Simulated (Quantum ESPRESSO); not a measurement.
Si2W, 3 atoms in the cell. Symmetry: I4/mmm, No. 139, tetragonal system. Conventional cell: a = 3.214 Å, b = 3.214 Å, c = 7.830 Å, α = 90.00°, β = 90.00°, γ = 90.00°. W (site symmetry 4/mmm) has 10 Si at 2.62 Å as nearest neighbours. Around Si (site symmetry 4mm) lie 5 Si at 2.59 to 2.63 Å and 5 W at 2.62 Å. 

```yaml
Program: Quantum ESPRESSO 7.5
Task: band structure
Functional: LDA
Potentials_or_basis: GBRV 1.5 LDA
Cutoff: 762 eV
Density_cutoff: 6095 eV
k_mesh: 12 × 12 × 12
Occupations: fermi-dirac, width 0.05 eV
Spin: no spin polarisation
Form_of_the_LDA_correlation: PZ81
Mixing_beta: 0.5
Most_SCF_iterations: 120
SCF_threshold: 6e-10 Ry
```

Potentials or basis: GBRV 1.5 LDA.

The run is started by

```console
$ OMP_NUM_THREADS=1 mpirun -n 2 pw.x -nk 2 -in pw.in > pw.out
$ OMP_NUM_THREADS=1 mpirun -n 2 pw.x -nk 2 -in bands.in > bands.out
```

Hardware: 2 MPI ranks on Arm Neoverse V2 (shared host).

How long does it take, and how much memory?

Wall time 110 s on 2 MPI ranks on Arm Neoverse V2 (shared host), peak memory 0.52 GiB a rank. Counts: scf iterations 8, k pools 2, bands 18, k points 163, g dense 43681.
